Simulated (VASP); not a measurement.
# A VASP 6.6.1 single-point calculation on BaTe

INCAR

```
ENCUT = 520
LWAVE = .FALSE.
LASPH = .TRUE.
NBANDS = 15
LREAL = .FALSE.
EDIFF = 1E-7
NELM = 120
GGA = PS
LCHARG = .FALSE.
SIGMA = 0.01
NSW = 0
PREC = Normal
ISIF = 2
ISMEAR = 0
IBRION = -1
```

KPOINTS

```
KPOINTS created by Atomic Simulation Environment
0
Gamma
6 6 6
0 0 0
```

POSCAR

```
Ba Te
 1.0000000000000000
     0.0000000000000000    3.5323868449000000    3.5323868449000000
     3.5323868449000000    0.0000000000000000    3.5323868449000000
     3.5323868449000000    3.5323868449000000    0.0000000000000000
 Ba  Te
   1   1
Cartesian
  0.0000000000000000  0.0000000000000000  0.0000000000000000
  3.5323868449000000  3.5323868449000000  3.5323868449000000
```

The recommended PBE PAW datasets give the neutral cell 16 valence electrons.

Command

```
mpirun -np 1 vasp_std
```

OSZICAR

```
N       E                     dE             d eps       ncg     rms          rms(c)
DAV:   1     0.786077609967E+02    0.78608E+02   -0.61864E+03   480   0.885E+02
DAV:   2    -0.447313229895E+01   -0.83081E+02   -0.76485E+02   648   0.157E+02
DAV:   3    -0.916500847584E+01   -0.46919E+01   -0.46572E+01   628   0.396E+01
DAV:   4    -0.930222729918E+01   -0.13722E+00   -0.13720E+00   672   0.651E+00
DAV:   5    -0.930441691968E+01   -0.21896E-02   -0.21896E-02   637   0.714E-01    0.347E+00
DAV:   6    -0.918278760255E+01    0.12163E+00   -0.12713E-01   585   0.176E+00    0.226E+00
DAV:   7    -0.917464580091E+01    0.81418E-02   -0.91264E-02   586   0.157E+00    0.769E-01
DAV:   8    -0.917762999190E+01   -0.29842E-02   -0.11783E-02   508   0.622E-01    0.181E-01
DAV:   9    -0.917783419260E+01   -0.20420E-03   -0.85099E-04   613   0.171E-01    0.588E-02
DAV:  10    -0.917787071279E+01   -0.36520E-04   -0.23495E-04   536   0.939E-02    0.201E-02
DAV:  11    -0.917787916633E+01   -0.84535E-05   -0.30096E-05   585   0.297E-02    0.188E-02
DAV:  12    -0.917787542780E+01    0.37385E-05   -0.10268E-05   578   0.155E-02    0.116E-02
DAV:  13    -0.917787598824E+01   -0.56044E-06   -0.67362E-07   543   0.497E-03    0.101E-03
DAV:  14    -0.917787605645E+01   -0.68205E-07   -0.12378E-08   359   0.683E-04
   1 F= -.91778761E+01 E0= -.91778761E+01  d E =-.179283E-63
```

Standard output (part)

```
POSCAR found type information on POSCAR BaTe
 POSCAR found :  2 types and       2 ions
 LDA part: xc-table for (Slater+PW92), standard interpolation
 POSCAR, INCAR and KPOINTS ok, starting setup
 WAVECAR not read
 entering main loop
```

From OUTCAR

```
k-points           NKPTS =     16   k-points in BZ     NKDIM =     16   number of bands    NBANDS=     15

   NELECT =      16.0000    total number of electrons

   dimension x,y,z NGX =    28 NGY =   28 NGZ =   28
   dimension x,y,z NGXF=    56 NGYF=   56 NGZF=   56

  energy-cutoff  :      520.00
  volume of cell :       88.15
      direct lattice vectors                 reciprocal lattice vectors
     0.000000000  3.532386845  3.532386845    -0.141547351  0.141547351  0.141547351
     3.532386845  0.000000000  3.532386845     0.141547351 -0.141547351  0.141547351
     3.532386845  3.532386845  0.000000000     0.141547351  0.141547351 -0.141547351

 k-points in reciprocal lattice and weights: KPOINTS created by Atomic Simulation Env
   0.00000000  0.00000000  0.00000000       0.005
   0.16666667  0.00000000  0.00000000       0.037
   0.33333333  0.00000000  0.00000000       0.037
   0.50000000  0.00000000  0.00000000       0.019
   0.16666667  0.16666667  0.00000000       0.028
   0.33333333  0.16666667  0.00000000       0.111
   0.50000000  0.16666667  0.00000000       0.111
  -0.33333333  0.16666667  0.00000000       0.111
   ...

 E-fermi :   2.1002

 k-point     1 :       0.0000    0.0000    0.0000
  band No.  band energies     occupation
      1     -25.0712      2.00000
      2     -10.2009      2.00000
      3     -10.2009      2.00000
      4     -10.2009      2.00000
      5      -7.5357      2.00000
      6       1.9830      2.00000
      7       1.9830      2.00000
      8       1.9830      2.00000
      9       4.6315      0.00000
     10       4.8654      0.00000
     11       4.8654      0.00000
     12       4.8654      0.00000
     13       5.4811      0.00000
     14       5.4811      0.00000
     15       8.8147      0.00000

 k-point     2 :       0.1667    0.0000    0.0000
  band No.  band energies     occupation
      1     -25.0683      2.00000
      2     -10.3090      2.00000
      3     -10.2038      2.00000
      4     -10.2038      2.00000
      5      -7.3594      2.00000
      6       1.1791      2.00000
      7       1.6196      2.00000
      8       1.6196      2.00000
      9       4.8675      0.00000
     10       5.1942      0.00000
     11       5.1942      0.00000
     12       5.7469      0.00000
     13       6.2127      0.00000
     14       6.2127      0.00000
     15       9.6261      0.00000

 k-point     3 :       0.3333    0.0000    0.0000
  band No.  band energies     occupation
      1     -25.0625      2.00000
      2     -10.4970      2.00000
      3     -10.2095      2.00000
      4     -10.2095      2.00000
      5      -7.0243      2.00000
      6       0.1712      2.00000
      7       1.1003      2.00000
      8       1.1003      2.00000
      9       5.2792      0.00000
     10       6.0347      0.00000
     11       6.0347      0.00000
     12       7.1110      0.00000
     13       7.7981      0.00000
     14       7.7981      0.00000
     15       9.8301      0.00000

 ...

  Total       -0.6506714     -0.6506714     -0.6506714      0.0000000      0.0000000      0.0000000
  in kB      -11.8259913    -11.8259913    -11.8259913      0.0000000      0.0000000      0.0000000
  external PRESSURE =     -11.8259913 kB  Pullay stress =       0.0000000 kB

 POSITION                                       TOTAL-FORCE (eV/Angst)
 -----------------------------------------------------------------------------------
      0.00000      0.00000      0.00000         0.000000     -0.000000      0.000000
      3.53239      3.53239      3.53239        -0.000000      0.000000     -0.000000
 -----------------------------------------------------------------------------------
    total drift:                                0.000000      0.000000      0.000000

  FREE ENERGIE OF THE ION-ELECTRON SYSTEM (eV)
  ---------------------------------------------------
  free  energy   TOTEN  =        -9.1778760564 eV

  energy  without entropy=       -9.1778760564  energy(sigma->0) =       -9.17787606
```

It converged. Results: gap between bands v and c on the k mesh 1.49 eV; least direct gap on the k mesh 1.88 eV; pressure -1.2 GPa. Band v is the last that the valence electrons fill when counted band by band, and c is the next.

For comparison, a separate PBEsol run of the intended cell, on usual settings and not on those above, gives a gap of 1.49 eV on its mesh and a pressure of -1.2 GPa.

The run above took about 6.4 s on one core of a shared host (Intel Xeon 6975P-C) and held 0.17 GiB at most.
